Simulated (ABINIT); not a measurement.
# I (I4/mmm) in ABINIT: single point with revPBE

Aim: the single point of I with revPBE.

All numbers are computed with ABINIT 10.8.3 (patched build); they aren't measurements. Logs are shortened: lines on timing, memory, paths and dates and some standing lists are left out, and cuts for length are marked. The log counts tension as positive stress, the text compression.

## (1) The structure

It takes space group I4/mmm (No. 139, tetragonal). The conventional cell has a = 3.235 Å, b = 3.235 Å, c = 8.530 Å, α = 90.00°, β = 90.00°, γ = 90.00°. Around I (site symmetry 4/mmm) lie 4 I at 3.23 Å.

## (2) Single point, revPBE

File run.abi:

```
pp_dirpath "./"
pseudos "53_I_7_2.3_2.5_pbe_n_v1.0.psp8"

acell 9.1453598131 9.1453598131 9.1453598131
rprim
    -0.3342185459     0.3342185459     0.8812468026
     0.3342185459    -0.3342185459     0.8812468026
     0.3342185459     0.3342185459    -0.8812468026
ntypat 1
znucl 53
natom 1
typat 1
xred
     0.0000000000     0.0000000000     0.0000000000

ecut 761.918815 eV

kptopt 1
ngkpt 8 8 8
nshiftk 1
shiftk 0.0 0.0 0.0

ixc 14

nband 8
occopt 3
tsmear 0.05 eV

nstep 100
tolvrs 1.0e-10

iomode 3
prtwf 0
prteig 0
prtebands 0
enunit 2
prtden 1
prtvha 1
prtvclmb 1
prtpot 1
prtelf 1
```

Potentials or basis: SPMS NC PBE v1.0.

Launch:

```
> abinit run.abi > log 2>&1
```

run.abo:

```text
.Version 10.8.3 of ABINIT
 Symmetries : space group I4/m m m (#139); Bravais tI (body-center tetrag.)
================================================================================
 Values of the parameters that define the memory need of the present run
     intxc =       0    ionmov =       0      iscf =       7    lmnmax =       6
     lnmax =       6     mgfft =      45  mpssoang =       3    mqgrid =    3001
     natom =       1  nloc_mem =       1    nspden =       1   nspinor =       1
    nsppol =       1      nsym =      16    n1xccc =    2501    ntypat =       1
    occopt =       3   xclevel =       2
       mpw =        2156          nfft =       91125          nkpt =          59
================================================================================
================================================================================

--------------------------------------------------------------------------------
------------- Echo of variables that govern the present computation ------------
--------------------------------------------------------------------------------
 -outvars: echo values of preprocessed input variables --------
            acell      9.1453598131E+00  9.1453598131E+00  9.1453598131E+00 Bohr
              amu      1.26904470E+02
             ecut      2.80000000E+01 Hartree
           enunit           2
                       outvar_i_n : Printing only first  50 k-points.
              ixc          14
                       outvar_i_n : Printing only first  50 k-points.
         kptrlatt        8    0    0      0    8    0      0    0    8
          kptrlen      4.89047817E+01
            natom           1
            nband           8
            ngfft          45      45      45
             nkpt          59
            nstep         100
             nsym          16
           ntypat           1
                       prtocc : prtvol=0, do not print more k-points.
           occopt           3
        prtebands           0
           prteig           0
           prtelf           1
           prtpot           1
         prtvclmb           1
           prtvha           1
            prtwf           0
            rprim     -3.3421854590E-01  3.3421854590E-01  8.8124680260E-01
                       3.3421854590E-01 -3.3421854590E-01  8.8124680260E-01
                       3.3421854590E-01  3.3421854590E-01 -8.8124680260E-01
          spgroup         139
           tolvrs      1.00000000E-10
           tsmear      1.83746611E-03 Hartree
            typat      1
                       outvars : Printing only first  50 k-points.
            znucl       53.00000

================================================================================

 chkinp: Checking input parameters for consistency.

================================================================================
== DATASET  1 ==================================================================

--- !DatasetInfo
iteration_state: {dtset: 1, }
dimensions: {natom: 1, nkpt: 59, mband: 8, nsppol: 1, nspinor: 1, nspden: 1, mpw: 2156, }
cutoff_energies: {ecut:  28.0, pawecutdg:  -1.0, }
electrons: {nelect:   7.00000000E+00, charge:   0.00000000E+00, occopt:   3.00000000E+00, tsmear:   1.83746611E-03, }
meta: {optdriver: 0, ionmov: 0, optcell: 0, iscf: 7, paral_kgb: 0, }
...

 Exchange-correlation functional for the present dataset will be:
  GGA: revPBE functional - ixc=14
  Zhang and Yang, PRL 80, 890 (1998)

 Real(R)+Recip(G) space primitive vectors, cartesian coordinates (Bohr,Bohr^-1):
 R(1)= -3.0565489  3.0565489  8.0593191  G(1)=  0.0000000  0.1635832  0.0620400
 R(2)=  3.0565489 -3.0565489  8.0593191  G(2)=  0.1635832  0.0000000  0.0620400
 R(3)=  3.0565489  3.0565489 -8.0593191  G(3)=  0.1635832  0.1635832  0.0000000
 Unit cell volume ucvol=  3.0117646E+02 bohr^3
 Angles (23,13,12)=  1.40949950E+02  1.40949950E+02  5.64137357E+01 degrees

 getcut: wavevector=  0.0000  0.0000  0.0000  ngfft=  45  45  45
         ecut(hartree)=     28.000   => boxcut(ratio)=   2.01988

--- Pseudopotential description ------------------------------------------------
- pspini: atom type   1  psp file is ./53_I_7_2.3_2.5_pbe_n_v1.0.psp8
    8   11    2    4       600   0.00000      pspcod,pspxc,lmax,lloc,mmax,r2well
    5.99000000000000    4.00000000000000    0.00000000000000   rchrg,fchrg,qchrg
     nproj     2     2     2
     extension_switch     1

   5.75645963E+01                                ecore*ucvol(ha*bohr**3)
--------------------------------------------------------------------------------

================================================================================

--- !BeginCycle
iteration_state: {dtset: 1, }
solver: {iscf: 7, nstep: 100, nline: 4, wfoptalg: 0, }
tolerances: {tolvrs: 1.00E-10, }
...

     iter   Etot(hartree)      deltaE(h)  residm     vres2
 ETOT  1  -12.942609470772    -1.294E+01 2.596E-02 1.322E+01
 ETOT  2  -12.947548827319    -4.939E-03 2.616E-02 1.491E+00
 ETOT  3  -12.947581399420    -3.257E-05 1.234E-03 2.610E-01
 ETOT  4  -12.947587370128    -5.971E-06 1.705E-04 9.799E-03
 ETOT  5  -12.947587535565    -1.654E-07 8.998E-05 9.677E-05
 ETOT  6  -12.947587536870    -1.305E-09 1.135E-04 1.060E-05
 ETOT  7  -12.947587537091    -2.209E-10 5.412E-05 2.629E-07
 ETOT  8  -12.947587537098    -6.615E-12 6.393E-05 2.450E-09
 ETOT  9  -12.947587537098    -9.770E-14 2.794E-05 6.905E-11

 At SCF step    9       vres2   =  6.91E-11 < tolvrs=  1.00E-10 =>converged.

 Compute ELF
--------------------------------------------------------------------------------

 Compute kinetic energy density

 Compute gradient of the electron density
 Electron Localization Function (ELF) [min:0;max:1]
)     Maximum=    9.3585E-01  at reduced coord.    0.8667    0.8667    0.9778
)     Minimum=    7.5757E-07  at reduced coord.    0.0000    0.0000    0.0000
   Integrated=    1.0988E+02

--------------------------------------------------------------------------------
 End of ELF section

 Cartesian components of stress tensor (hartree/bohr^3)
  sigma(1 1)= -3.46023356E-05  sigma(3 2)=  0.00000000E+00
  sigma(2 2)= -3.46023356E-05  sigma(3 1)=  0.00000000E+00
  sigma(3 3)= -3.09660324E-05  sigma(2 1)=  0.00000000E+00

--- !ResultsGS
iteration_state: {dtset: 1, }
comment   : Summary of ground state results
lattice_vectors:
- [ -3.0565489,   3.0565489,   8.0593191, ]
- [  3.0565489,  -3.0565489,   8.0593191, ]
- [  3.0565489,   3.0565489,  -8.0593191, ]
lattice_lengths: [   9.14536,    9.14536,    9.14536, ]
lattice_angles: [140.950, 140.950,  56.414, ] # degrees, (23, 13, 12)
lattice_volume:   3.0117646E+02
convergence: {deltae: -9.770E-14, res2:  6.905E-11, residm:  2.794E-05, diffor: null, }
etotal    :  -1.29475875E+01
entropy   :   0.00000000E+00
fermie    :   8.43417200E-02
cartesian_stress_tensor: # hartree/bohr^3
- [ -3.46023356E-05,   0.00000000E+00,   0.00000000E+00, ]
- [  0.00000000E+00,  -3.46023356E-05,   0.00000000E+00, ]
- [  0.00000000E+00,   0.00000000E+00,  -3.09660324E-05, ]
pressure_GPa:   9.8237E-01
xred      :
- [  0.0000E+00,   0.0000E+00,   0.0000E+00,  I]
cartesian_forces: # hartree/bohr
- [ -0.00000000E+00,  -0.00000000E+00,  -0.00000000E+00, ]
force_length_stats: {min:   0.00000000E+00, max:   0.00000000E+00, mean:   0.00000000E+00, }
...

 Integrated electronic density in atomic spheres:
 ------------------------------------------------
 Atom  Sphere_radius  Integrated_density
    1        2.00000          2.82364277
================================================================================

 ----iterations are completed or convergence reached----

 Mean square residual over all n,k,spin=   12.786E-08; max=  27.938E-06
 reduced coordinates (array xred) for    1 atoms
       0.000000000000      0.000000000000      0.000000000000
 rms dE/dt=  0.0000E+00; max dE/dt=  0.0000E+00; dE/dt below (all hartree)
    1       0.000000000000      0.000000000000      0.000000000000

 cartesian coordinates (angstrom) at end:
    1      0.00000000000000     0.00000000000000     0.00000000000000

 cartesian forces (hartree/bohr) at end:
    1     -0.00000000000000    -0.00000000000000    -0.00000000000000
 frms,max,avg= 0.0000000E+00 0.0000000E+00   0.000E+00  0.000E+00  0.000E+00 h/b

 cartesian forces (eV/Angstrom) at end:
    1     -0.00000000000000    -0.00000000000000    -0.00000000000000
 frms,max,avg= 0.0000000E+00 0.0000000E+00   0.000E+00  0.000E+00  0.000E+00 e/A
 length scales=  9.145359813100  9.145359813100  9.145359813100 bohr
              =  4.839515995317  4.839515995317  4.839515995317 angstroms
 Fermi (or HOMO) energy (hartree) =   0.08434   Average Vxc (hartree)=  -0.27936
 Eigenvalues (hartree) for nkpt=  59  k points:
 kpt#   1, nband=  8, wtk=  0.00195, kpt=  0.0000  0.0000  0.0000 (reduced coord)
  -0.41900    0.00224    0.11607    0.11607    0.25112    0.36064    0.38538    0.55909
      occupation numbers for kpt#   1
   2.00000    2.00000    0.00000    0.00000    0.00000    0.00000    0.00000    0.00000
 prteigrs : prtvol=0 or 1, do not print more k-points.

 Fermi (or HOMO) energy (eV) =   2.29506   Average Vxc (eV)=  -7.60180
 Eigenvalues (   eV  ) for nkpt=  59  k points:
 kpt#   1, nband=  8, wtk=  0.00195, kpt=  0.0000  0.0000  0.0000 (reduced coord)
 -11.40157    0.06103    3.15838    3.15838    6.83340    9.81348   10.48664   15.21349
 prteigrs : prtvol=0 or 1, do not print more k-points.

--- !EnergyTerms
iteration_state     : {dtset: 1, }
comment             : Components of total free energy in Hartree
kinetic             :  3.13551403884247E+00
hartree             :  1.47737840161380E+00
xc                  : -3.96347685367704E+00
Ewald energy        : -1.01062234996030E+01
psp_core            :  1.91132453993608E-01
local_psp           : -6.22479957200596E+00
non_local_psp       :  2.54319192244599E+00
internal            : -1.29472831083901E+01
'-kT*entropy'       : -3.04428707946075E-04
total_energy        : -1.29475875370981E+01
total_energy_eV     : -3.52321805425626E+02
band_energy         : -7.58726515605903E-01
...

 Cartesian components of stress tensor (hartree/bohr^3)
  sigma(1 1)= -3.46023356E-05  sigma(3 2)=  0.00000000E+00
  sigma(2 2)= -3.46023356E-05  sigma(3 1)=  0.00000000E+00
  sigma(3 3)= -3.09660324E-05  sigma(2 1)=  0.00000000E+00

-Cartesian components of stress tensor (GPa)         [Pressure=  9.8237E-01 GPa]
- sigma(1 1)= -1.01803586E+00  sigma(3 2)=  0.00000000E+00
- sigma(2 2)= -1.01803586E+00  sigma(3 1)=  0.00000000E+00
- sigma(3 3)= -9.11052126E-01  sigma(2 1)=  0.00000000E+00

== END DATASET(S) ==============================================================
================================================================================

 -outvars: echo values of variables after computation  --------
            acell      9.1453598131E+00  9.1453598131E+00  9.1453598131E+00 Bohr
           etotal     -1.2947587537E+01
            fcart     -0.0000000000E+00 -0.0000000000E+00 -0.0000000000E+00
            rprim     -3.3421854590E-01  3.3421854590E-01  8.8124680260E-01
                       3.3421854590E-01 -3.3421854590E-01  8.8124680260E-01
                       3.3421854590E-01  3.3421854590E-01 -8.8124680260E-01
           strten     -3.4602335602E-05 -3.4602335602E-05 -3.0966032376E-05
                       0.0000000000E+00  0.0000000000E+00  0.0000000000E+00
 Calculation completed.
```

Wall time 32 s (1 thread of Arm Neoverse V2, shared host); peak memory 0.09 GiB.

What came out:

| Quantity | Value |
| --- | --- |
| Free energy | -352.3218 eV |
| Pressure | 1.0 GPa |
| Band gap on the k mesh | none (metal or under the smearing width) |
| Valence electrons inside the program's atomic spheres | I 2.82 (radii [1.0584] Å) |

Stress tensor (GPa, compression positive):
```
1.02 0.00 0.00
0.00 1.02 0.00
0.00 0.00 0.91
```

Caveat: the potentials were made for another functional, which shifts forces and pressure; an odd number of electrons without spin polarisation forces a metal; a magnetic or distorted state may lie lower.
